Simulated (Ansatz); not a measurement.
## WSe2: do energies and stresses tell the same story?

Computed with Ansatz 0.2.0, DFT PBE+D3(BJ), scalar-relativistic, plane waves, PAW.

Settings: cutoff 420 eV, Γ-centred mesh 9×9×2 on the computed 6-atom cell, Gaussian smearing of 0.02 eV; no spin polarisation.

Relaxed cell: P6_3/mmc, a = 3.279 Å, b = 3.279 Å, c = 12.798 Å, α = 90.00°, β = 90.00°, γ = 120.00°, 6 atoms in the primitive cell.

Energies at zero smearing and pressures from the stress tensor, at volumes with shape and atoms relaxed:
```tsv
V (Å³/atom)	E − E(first) (meV/atom)	P (GPa)
17.476	0.00	11.00
18.072	-33.46	7.12
18.668	-54.03	4.06
19.263	-64.56	1.71
19.859	-67.50	0.00
20.455	-64.99	-1.24
21.051	-58.83	-1.97
21.845	-47.54	-2.47
```

Problem. Check P = −dE/dV between neighbouring volumes, and get the bulk modulus from the pressures alone.

Solution. With 1 eV/Å³ = 160.2 GPa:
| middle V (Å³/atom) | −ΔE/ΔV (GPa) | mean P (GPa) |
| --- | --- | --- |
| 17.774 | 8.997 | 9.062 |
| 18.370 | 5.533 | 5.590 |
| 18.965 | 2.832 | 2.882 |
| 19.561 | 0.791 | 0.852 |
| 20.157 | -0.675 | -0.622 |
| 20.753 | -1.656 | -1.607 |
| 21.448 | -2.279 | -2.224 |

The two differ by 0.07 GPa at most. The mean of two end pressures misses the average over a step by about ΔV² P″/12, up to 0.07 GPa here; with that taken off 0.02 GPa remains. Around V = 19.859 Å³/atom, the two neighbours give B = −V ΔP/ΔV = 19.859 × 2.95 / 1.192 = 49.1 GPa, against B0 = 47.3 GPa from the Birch–Murnaghan fit of the energies, which describes these points poorly (B0' = 10.5).

Spin–orbit coupling is left out, which can shift energies with elements as heavy as these.